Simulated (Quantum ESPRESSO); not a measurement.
# Rh (P6_3/mmc) in Quantum ESPRESSO: notebook

One crystal, Rh, is run at these levels: PBEsol; tasks: single point, equation of state.

Program: Quantum ESPRESSO 7.5. These are calculated values, not measurements. Logs are shortened: lines on timing, memory, paths and dates and some standing lists are left out, and cuts for length are marked.

### 1 Starting point

The structure is hexagonal, space group P6_3/mmc (No. 194). The conventional cell has a = 2.731 Å, b = 2.731 Å, c = 4.428 Å, α = 90.00°, β = 90.00°, γ = 120.00°. Around Rh (site symmetry -6m2) lie 12 Rh at 2.72 to 2.73 Å.

This isn't the form of Rh at room conditions, which is fcc.

### 2 Single point, PBEsol, 13.44 Å³/atom

Contents of pw.in:

```
&CONTROL
  calculation = 'scf'
  prefix = 'pwscf'
  outdir = './tmp'
  pseudo_dir = './pseudo'
  tstress = .true.
  disk_io = 'nowf'
/
&SYSTEM
  ibrav = 0
  nat = 2
  ntyp = 1
  ecutwfc = 45
  ecutrho = 360
  nbnd = 22
  occupations = 'smearing'
  smearing = 'fd'
  degauss = 0.00367493
/
&ELECTRONS
  conv_thr = 4d-10
  electron_maxstep = 120
  mixing_beta = 0.5
/
ATOMIC_SPECIES
Rh   102.9055 rh_pbesol_v1.4.uspp.F.UPF
CELL_PARAMETERS angstrom
   2.6752291329    0.0000000000    0.0000000000
  -1.3376145665    2.3168163901    0.0000000000
   0.0000000000    0.0000000000    4.3380863070
ATOMIC_POSITIONS crystal
Rh     0.3333333333    0.6666666667    0.2500000000
Rh     0.6666666667    0.3333333333    0.7500000000
K_POINTS automatic
11 11 6 0 0 0
```

Potentials or basis: GBRV 1.5 PBEsol.

On the command line:

```console
$ OMP_NUM_THREADS=1 mpirun -n 2 pw.x -nk 2 -in pw.in > pw.out
```

pw.out:

```text
This program is part of the open-source Quantum ESPRESSO suite
     for quantum simulation of materials; please cite
[... 13 lines left out ...]
     --------------------
     sticks:   dense  smooth     PW     G-vecs:    dense   smooth      PW
     Sum         637     313     97                20917     7475    1315

     Using Slab Decomposition

     bravais-lattice index     =            0
     lattice parameter (alat)  =       5.0555  a.u.
     unit-cell volume          =     181.4460 (a.u.)^3
     number of atoms/cell      =            2
     number of atomic types    =            1
     number of electrons       =        30.00
     number of Kohn-Sham states=           22
     kinetic-energy cutoff     =      45.0000  Ry
     charge density cutoff     =     360.0000  Ry
     scf convergence threshold =      4.0E-10
     mixing beta               =       0.5000
     number of iterations used =            8  plain     mixing
     Exchange-correlation= SLA  PW   PSX  PSC
                           (   1   4  10   8   0   0   0)

     celldm(1)=   5.055450  celldm(2)=   0.000000  celldm(3)=   0.000000
     celldm(4)=   0.000000  celldm(5)=   0.000000  celldm(6)=   0.000000

     crystal axes: (cart. coord. in units of alat)
               a(1) = (   1.000000   0.000000   0.000000 )
               a(2) = (  -0.500000   0.866025   0.000000 )
               a(3) = (   0.000000   0.000000   1.621576 )

     reciprocal axes: (cart. coord. in units 2 pi/alat)
               b(1) = (  1.000000  0.577350 -0.000000 )
               b(2) = (  0.000000  1.154701  0.000000 )
               b(3) = (  0.000000 -0.000000  0.616684 )

     PseudoPot. # 1 for Rh read from file:
     rh_pbesol_v1.4.uspp.F.UPF
     Pseudo is Ultrasoft + core correction, Zval = 15.0
     Generated by new atomic code, or converted to UPF format
     Using radial grid of  969 points,  7 beta functions with:
                l(1) =   0
                l(2) =   0
                l(3) =   1
                l(4) =   1
                l(5) =   2
                l(6) =   2
                l(7) =   2
     Q(r) pseudized with  8 coefficients,  rinner =    1.200   1.200   1.200
                                                       1.200   1.200

     atomic species   valence    mass     pseudopotential
     Rh               15.00   102.90550     Rh( 1.00)

     24 Sym. Ops., with inversion, found (12 have fractional translation)

   Cartesian axes

     site n.     atom                  positions (alat units)
         1        Rh     tau(   1) = (  -0.0000000   0.5773503   0.4053939  )
         2        Rh     tau(   2) = (   0.5000000   0.2886751   1.2161817  )

     number of k points=    64  Fermi-Dirac smearing, width (Ry)=  0.0037
                       cart. coord. in units 2pi/alat
        k(    1) = (   0.0000000   0.0000000   0.0000000), wk =   0.0027548
        k(    2) = (   0.0000000   0.0000000   0.1027807), wk =   0.0055096
        k(    3) = (   0.0000000   0.0000000   0.2055614), wk =   0.0055096
        k(    4) = (   0.0000000   0.0000000  -0.3083421), wk =   0.0027548
        k(    5) = (   0.0000000   0.1049728   0.0000000), wk =   0.0165289
        k(    6) = (   0.0000000   0.1049728   0.1027807), wk =   0.0330579
[... 56 lines left out ...]
        k(   63) = (   0.2727273   0.5773503   0.2055614), wk =   0.0330579
        k(   64) = (   0.2727273   0.5773503  -0.3083421), wk =   0.0165289

     Dense  grid:    20917 G-vectors     FFT dimensions: (  32,  32,  50)

     Smooth grid:     7475 G-vectors     FFT dimensions: (  24,  24,  36)

     Initial potential from superposition of free atoms

     starting charge      28.9998, renormalised to      30.0000

     negative rho (up, down):  1.097E-01 0.000E+00
     Starting wfcs are   24 randomized atomic wfcs

     Self-consistent Calculation

     iteration #  1     ecut=    45.00 Ry     beta= 0.50
     Davidson diagonalization with overlap
     ethr =  1.00E-02,  avg # of iterations =  4.6

     negative rho (up, down):  1.130E-01 0.000E+00

     total energy              =    -342.02498791 Ry
     estimated scf accuracy    <       1.07045419 Ry

     iteration #  2     ecut=    45.00 Ry     beta= 0.50
     Davidson diagonalization with overlap
     ethr =  3.57E-03,  avg # of iterations =  2.0

     negative rho (up, down):  1.130E-01 0.000E+00

     total energy              =    -342.30473227 Ry
     estimated scf accuracy    <       0.04966425 Ry

     iteration #  3     ecut=    45.00 Ry     beta= 0.50
     Davidson diagonalization with overlap
     ethr =  1.66E-04,  avg # of iterations =  2.9

     negative rho (up, down):  1.133E-01 0.000E+00

     total energy              =    -342.31518689 Ry
     estimated scf accuracy    <       0.00065265 Ry

     iteration #  4     ecut=    45.00 Ry     beta= 0.50
     Davidson diagonalization with overlap
     ethr =  2.18E-06,  avg # of iterations =  5.3

     negative rho (up, down):  1.132E-01 0.000E+00

     total energy              =    -342.31526757 Ry
     estimated scf accuracy    <       0.00001015 Ry

     iteration #  5     ecut=    45.00 Ry     beta= 0.50
     Davidson diagonalization with overlap
     ethr =  3.38E-08,  avg # of iterations =  2.1

     negative rho (up, down):  1.132E-01 0.000E+00

     total energy              =    -342.31526839 Ry
     estimated scf accuracy    <       0.00000060 Ry

     iteration #  6     ecut=    45.00 Ry     beta= 0.50
     Davidson diagonalization with overlap
     ethr =  1.99E-09,  avg # of iterations =  2.6

     negative rho (up, down):  1.132E-01 0.000E+00

     total energy              =    -342.31526849 Ry
     estimated scf accuracy    <       0.00000009 Ry

     iteration #  7     ecut=    45.00 Ry     beta= 0.50
     Davidson diagonalization with overlap
     ethr =  3.02E-10,  avg # of iterations =  2.0

     negative rho (up, down):  1.132E-01 0.000E+00

     total energy              =    -342.31526851 Ry
     estimated scf accuracy    <          1.3E-09 Ry

     iteration #  8     ecut=    45.00 Ry     beta= 0.50
     Davidson diagonalization with overlap
     ethr =  4.49E-12,  avg # of iterations =  3.0

     negative rho (up, down):  1.132E-01 0.000E+00

     End of self-consistent calculation

[... 43 lines left out ...]

   -24.9016 -24.9016 -24.5634 -24.5634 -24.5399 -24.5399  15.7620  15.7620
    18.1190  18.1190  18.8401  18.8401  18.8865  18.8865  21.4935  21.4935
    21.7193  21.7193  37.3290  37.3290  39.7623  39.7623

          k = 0.0000 0.2099 0.0000 (   931 PWs)   bands (ev):

   -25.2129 -24.7607 -24.6502 -24.6406 -24.5157 -24.5000  14.7302  16.2101
    17.9491  18.5997  18.9265  19.4797  19.6942  19.7328  20.0226  20.1651
    22.3684  26.5568  30.6338  37.8993  41.1177  41.1243

          k = 0.0000 0.2099 0.1028 (   937 PWs)   bands (ev):

   -25.1763 -24.7463 -24.6869 -24.6312 -24.5323 -24.5095  14.9563  16.3270
    17.9987  18.3230  18.6922  19.2795  19.6108  19.9383  20.2004  20.4034
    22.2815  25.3331  32.2551  37.9596  40.4797  40.6327

          k = 0.0000 0.2099 0.2056 (   929 PWs)   bands (ev):

   -25.0755 -24.7967 -24.6970 -24.6057 -24.5773 -24.5354  15.5681  16.5829
    17.6965  18.1217  18.3193  19.2263  19.3146  19.6808  20.7944  21.1490
    21.9800  23.5886  35.1244  38.1270  39.6819  40.1739

          k = 0.0000 0.2099-0.3083 (   932 PWs)   bands (ev):

   -24.9365 -24.9365 -24.6379 -24.6379 -24.5706 -24.5706  16.3320  16.3320
    17.6267  17.6267  18.7643  18.7643  19.3845  19.3845  21.4510  21.4510
    22.2024  22.2024  37.7565  37.7565  39.3280  39.3280

          k = 0.0000 0.3149 0.0000 (   927 PWs)   bands (ev):

   -25.1262 -24.9281 -24.8148 -24.6909 -24.5589 -24.5294  15.6536  16.3081
    17.4525  18.0857  18.8882  19.0780  19.6200  20.6600  20.7178  21.0401
    22.5080  28.8213  30.6109  34.8940  38.7381  39.2603

          k = 0.0000 0.3149 0.1028 (   931 PWs)   bands (ev):

   -25.1230 -24.8952 -24.8419 -24.6802 -24.5684 -24.5403  15.6915  16.4424
    17.4817  18.0019  18.6550  19.1848  19.8444  20.7351  20.8299  20.9210
    22.3841  26.9142  32.6712  35.1823  38.9710  39.1885

          k = 0.0000 0.3149 0.2056 (   926 PWs)   bands (ev):

   -25.0948 -24.9417 -24.7850 -24.6508 -24.6083 -24.5701  15.8823  16.6837
    17.1769  17.8938  18.7743  19.4892  19.7503  20.4348  21.1364  21.4941
    22.0441  24.6535  35.1595  36.2252  38.0205  40.2588

          k = 0.0000 0.3149-0.3083 (   916 PWs)   bands (ev):

   -25.0295 -25.0295 -24.6857 -24.6857 -24.6106 -24.6106  16.2921  16.2921
    17.4819  17.4819  19.2987  19.2987  19.9390  19.9390  21.5836  21.5836
    22.8013  22.8013  36.7193  36.7193  38.4429  38.4429

          k = 0.0000 0.4199 0.0000 (   924 PWs)   bands (ev):

   -25.0819 -25.0292 -24.9612 -24.7357 -24.6158 -24.5573  15.8382  16.2365
    16.6281  18.7564  18.8427  19.2736  19.3179  21.6804  21.9786  22.2986
    22.5918  30.3291  30.9862  32.1693  36.7277  37.7280

          k = 0.0000 0.4199 0.1028 (   921 PWs)   bands (ev):

   -25.1419 -25.0078 -24.9232 -24.7239 -24.6142 -24.5694  15.7556  16.0849
    17.1492  17.9170  18.9339  19.2822  20.3801  21.7275  21.7357  22.1259
    22.4887  28.0078  32.3122  33.3187  37.2374  37.2843

          k = 0.0000 0.4199 0.2056 (   921 PWs)   bands (ev):
[... 199 lines left out ...]
   -25.1309 -25.1309 -24.7862 -24.7862 -24.6347 -24.6347  16.3446  16.3446
    17.6939  17.6939  18.9469  18.9469  19.9653  19.9653  22.5372  22.5372
    25.0451  25.0451  34.3817  34.3817  36.4139  36.4139

          k = 0.1818 0.5249 0.0000 (   919 PWs)   bands (ev):

   -25.1219 -25.0044 -24.9079 -24.8501 -24.7020 -24.6879  16.2401  16.3959
    16.8567  18.3836  18.5918  18.9955  19.7220  21.7697  22.3211  22.4293
    25.7357  28.6151  32.3698  33.1691  33.9361  37.3416

          k = 0.1818 0.5249 0.1028 (   923 PWs)   bands (ev):

   -25.1474 -25.0487 -24.9010 -24.8000 -24.7224 -24.6529  16.0633  16.5244
    17.2438  17.7762  18.3987  19.5564  19.8739  21.7192  21.9036  22.5514
    25.8427  28.4344  32.1454  32.8859  34.0359  37.2388

          k = 0.1818 0.5249 0.2056 (   928 PWs)   bands (ev):

   -25.1804 -25.1222 -24.8744 -24.7757 -24.6956 -24.6206  16.0006  16.7526
    17.0295  17.9726  18.1562  19.7963  20.2755  20.9204  21.9538  22.6610
    26.1429  27.7237  31.6550  33.0587  34.1537  37.1154

          k = 0.1818 0.5249-0.3083 (   920 PWs)   bands (ev):

   -25.1740 -25.1740 -24.8257 -24.8257 -24.6337 -24.6337  16.2596  16.2596
    17.4627  17.4627  19.1113  19.1113  20.5310  20.5310  22.3846  22.3846
    26.7862  26.7862  32.1080  32.1080  35.7074  35.7074

          k = 0.2727 0.4724 0.0000 (   913 PWs)   bands (ev):

   -25.0720 -24.9983 -24.8998 -24.8647 -24.7484 -24.7084  16.2951  16.9560
    17.1809  17.8823  18.3105  18.9680  19.7878  21.2777  22.2169  22.4257
    25.8081  30.0996  30.7180  33.3369  34.1933  37.8130

          k = 0.2727 0.4724 0.1028 (   927 PWs)   bands (ev):

   -25.0775 -25.0646 -24.8997 -24.8328 -24.7481 -24.6671  16.3501  16.9739
    17.3425  17.4636  18.7600  18.8092  19.7625  21.3409  21.7621  22.5511
    26.0153  29.8264  31.1568  32.2066  35.4510  36.8507

          k = 0.2727 0.4724 0.2056 (   923 PWs)   bands (ev):

   -25.1261 -25.1080 -24.9114 -24.8291 -24.6881 -24.6233  16.4546  16.7798
    17.4503  17.7750  18.3967  19.0623  19.7578  20.6984  21.8488  22.6668
    26.4896  28.5852  32.2487  32.4054  34.8660  35.1262

          k = 0.2727 0.4724-0.3083 (   926 PWs)   bands (ev):

   -25.1381 -25.1381 -24.8747 -24.8747 -24.6293 -24.6293  16.5720  16.5720
    17.7545  17.7545  18.6892  18.6892  19.9854  19.9854  22.4162  22.4162
    27.2994  27.2994  33.5297  33.5297  33.6372  33.6372

          k = 0.2727 0.5774 0.0000 (   918 PWs)   bands (ev):

   -25.0800 -24.9572 -24.9331 -24.8410 -24.7898 -24.7590  16.1993  17.0547
    17.2218  18.0209  18.4167  18.7021  19.9929  21.7404  22.1117  22.1703
    27.5276  28.3196  29.9946  34.7859  35.6757  37.1006

          k = 0.2727 0.5774 0.1028 (   922 PWs)   bands (ev):

   -25.0864 -25.0109 -24.9799 -24.8148 -24.7636 -24.7025  16.3185  17.1072
    17.1959  17.7515  18.4831  18.8381  19.9792  21.6680  21.8116  22.2115
    27.8705  28.4238  30.3957  33.8996  34.1865  36.3459

          k = 0.2727 0.5774 0.2056 (   920 PWs)   bands (ev):

   -25.1202 -25.0893 -24.9712 -24.8606 -24.6725 -24.6399  16.5316  17.0480
    17.3524  17.5212  18.5346  18.9141  19.9885  20.7167  22.0088  22.3216
    28.5168  28.7079  31.3849  32.6138  32.8046  34.7288

          k = 0.2727 0.5774-0.3083 (   918 PWs)   bands (ev):

   -25.1303 -25.1303 -24.9190 -24.9190 -24.6265 -24.6265  16.7462  16.7462
    17.5806  17.5806  18.6870  18.6870  20.1280  20.1280  22.2363  22.2363
    28.9017  28.9017  31.8419  31.8419  33.2550  33.2550

     the Fermi energy is    21.9680 ev

!    total energy              =    -342.31526851 Ry
     estimated scf accuracy    <          2.6E-11 Ry
     smearing contrib. (-TS)   =      -0.00200452 Ry
     internal energy E=F+TS    =    -342.31326399 Ry

     The total energy is F=E-TS. E is the sum of the following terms:
     one-electron contribution =     -42.28311970 Ry
     hartree contribution      =      48.81563270 Ry
     xc contribution           =     -59.60595172 Ry
     ewald contribution        =    -289.23982527 Ry

     convergence has been achieved in   8 iterations

     Computing stress (Cartesian axis) and pressure

     negative rho (up, down):  1.132E-01 0.000E+00
          total   stress  (Ry/bohr**3)                   (kbar)     P=       32.37
   0.00024514   0.00000000   0.00000000           36.06        0.00        0.00
   0.00000000   0.00024514   0.00000000            0.00       36.06        0.00
   0.00000000  -0.00000000   0.00016978            0.00       -0.00       24.97

=------------------------------------------------------------------------------=
   JOB DONE.
=------------------------------------------------------------------------------=
```

Run time: 10 s. Hardware: 2 MPI ranks of Intel Xeon 6975P-C (Granite Rapids), shared host; peak memory 0.22 GiB.

Results:

```yaml
Free_energy: -4657.4365 eV
Pressure: 3.2 GPa
Band_gap_on_the_k_mesh: none (metal or under the smearing width)
```

### 3 Single point, PBEsol, 13.73 Å³/atom

Changes to pw.in since step 2:

```diff
@@ -27,5 +27,5 @@
 CELL_PARAMETERS angstrom
-   2.6752291329    0.0000000000    0.0000000000
-  -1.3376145665    2.3168163901    0.0000000000
-   0.0000000000    0.0000000000    4.3380863070
+   2.6940693954    0.0000000000    0.0000000000
+  -1.3470346977    2.3331325361    0.0000000000
+   0.0000000000    0.0000000000    4.3686372171
 ATOMIC_POSITIONS crystal
```

Potentials or basis: GBRV 1.5 PBEsol.

On the command line:

```console
$ OMP_NUM_THREADS=1 mpirun -n 2 pw.x -nk 2 -in pw.in > pw.out
```

Run time: 7.5 s. Hardware: 2 MPI ranks of Intel Xeon 6975P-C (Granite Rapids), shared host; peak memory 0.22 GiB.

It converged, with:

* Free energy: -4657.4369 eV
* Pressure: -3.0 GPa
* Band gap on the k mesh: none (metal or under the smearing width)

### 4 Single point, PBEsol, 14.02 Å³/atom

Changes to pw.in since step 3:

```diff
@@ -27,5 +27,5 @@
 CELL_PARAMETERS angstrom
-   2.6940693954    0.0000000000    0.0000000000
-  -1.3470346977    2.3331325361    0.0000000000
-   0.0000000000    0.0000000000    4.3686372171
+   2.7126497715    0.0000000000    0.0000000000
+  -1.3563248858    2.3492236138    0.0000000000
+   0.0000000000    0.0000000000    4.3987667018
 ATOMIC_POSITIONS crystal
```

On the command line:

```console
$ OMP_NUM_THREADS=1 mpirun -n 2 pw.x -nk 2 -in pw.in > pw.out
```

Run time: 7.1 s. Hardware: 2 MPI ranks of Intel Xeon 6975P-C (Granite Rapids), shared host; peak memory 0.22 GiB.

Results (log left out):

| Quantity | Value |
| --- | --- |
| Free energy | -4657.4166 eV |
| Pressure | -8.4 GPa |
| Band gap on the k mesh | none (metal or under the smearing width) |

### 5 Single point, PBEsol, 14.30 Å³/atom

Changes to pw.in since step 4:

```diff
@@ -27,5 +27,5 @@
 CELL_PARAMETERS angstrom
-   2.7126497715    0.0000000000    0.0000000000
-  -1.3563248858    2.3492236138    0.0000000000
-   0.0000000000    0.0000000000    4.3987667018
+   2.7309790422    0.0000000000    0.0000000000
+  -1.3654895211    2.3650972278    0.0000000000
+   0.0000000000    0.0000000000    4.4284890000
 ATOMIC_POSITIONS crystal
```

On the command line:

```console
$ OMP_NUM_THREADS=1 mpirun -n 2 pw.x -nk 2 -in pw.in > pw.out
```

Wall time 7.5 s (2 MPI ranks of Intel Xeon 6975P-C (Granite Rapids), shared host); peak memory 0.22 GiB.

Results (log left out):

```
Free energy            : -4657.3781 eV
Pressure               : -13.2 GPa
Band gap on the k mesh : none (metal or under the smearing width)
```

### 6 Single point, PBEsol, 14.59 Å³/atom

Changes to pw.in since step 5:

```diff
@@ -27,5 +27,5 @@
 CELL_PARAMETERS angstrom
-   2.7309790422    0.0000000000    0.0000000000
-  -1.3654895211    2.3650972278    0.0000000000
-   0.0000000000    0.0000000000    4.4284890000
+   2.7490655232    0.0000000000    0.0000000000
+  -1.3745327616    2.3807605798    0.0000000000
+   0.0000000000    0.0000000000    4.4578175964
 ATOMIC_POSITIONS crystal
```

Potentials or basis: GBRV 1.5 PBEsol.

On the command line:

```console
$ OMP_NUM_THREADS=1 mpirun -n 2 pw.x -nk 2 -in pw.in > pw.out
```

Run time: 7 s. Hardware: 2 MPI ranks of Intel Xeon 6975P-C (Granite Rapids), shared host; peak memory 0.24 GiB.

The run converged. Its results:

| Quantity | Value |
| --- | --- |
| Free energy | -4657.3236 eV |
| Pressure | -17.3 GPa |
| Band gap on the k mesh | none (metal or under the smearing width) |

### 7 Single point, PBEsol, 14.87 Å³/atom

Changes to pw.in since step 6:

```diff
@@ -27,5 +27,5 @@
 CELL_PARAMETERS angstrom
-   2.7490655232    0.0000000000    0.0000000000
-  -1.3745327616    2.3807605798    0.0000000000
-   0.0000000000    0.0000000000    4.4578175964
+   2.7669170982    0.0000000000    0.0000000000
+  -1.3834585491    2.3962204973    0.0000000000
+   0.0000000000    0.0000000000    4.4867652751
 ATOMIC_POSITIONS crystal
```

On the command line:

```console
$ OMP_NUM_THREADS=1 mpirun -n 2 pw.x -nk 2 -in pw.in > pw.out
```

It took 7.6 s on 2 MPI ranks of Intel Xeon 6975P-C (Granite Rapids), shared host; peak memory 0.24 GiB.

Results (log left out):

```
Free energy            : -4657.2552 eV
Pressure               : -21.0 GPa
Band gap on the k mesh : none (metal or under the smearing width)
```

### 8 Single point, PBEsol, 15.16 Å³/atom

Changes to pw.in since step 7:

```diff
@@ -27,5 +27,5 @@
 CELL_PARAMETERS angstrom
-   2.7669170982    0.0000000000    0.0000000000
-  -1.3834585491    2.3962204973    0.0000000000
-   0.0000000000    0.0000000000    4.4867652751
+   2.7845412492    0.0000000000    0.0000000000
+  -1.3922706246    2.4114834597    0.0000000000
+   0.0000000000    0.0000000000    4.5153441684
 ATOMIC_POSITIONS crystal
```

On the command line:

```console
$ OMP_NUM_THREADS=1 mpirun -n 2 pw.x -nk 2 -in pw.in > pw.out
```

Wall time 7.3 s (2 MPI ranks of Intel Xeon 6975P-C (Granite Rapids), shared host); peak memory 0.24 GiB.

It converged, with:

```yaml
Free_energy: -4657.1745 eV
Pressure: -24.2 GPa
Band_gap_on_the_k_mesh: none (metal or under the smearing width)
```

### 9 Equation of state, PBEsol

Potentials or basis: GBRV 1.5 PBEsol.

No new run: the results of the series are fitted here.

What came out:

```
Equilibrium volume                        : 13.59 Å³/atom
Bulk modulus at fixed shape and positions : 294 GPa
Pressure derivative of the bulk modulus   : 5.2
```

Energy against volume, from the lowest point:
```tsv
volume (Å³/atom)	energy (meV/atom)
13.444	0.21
13.730	0.00
14.016	10.15
14.302	29.41
14.588	56.65
14.874	90.87
15.160	131.21
```

Caveat: the cell was scaled at fixed shape and fractional positions, which overstates the stiffness of a crystal with free parameters, most of all of layers and chains.
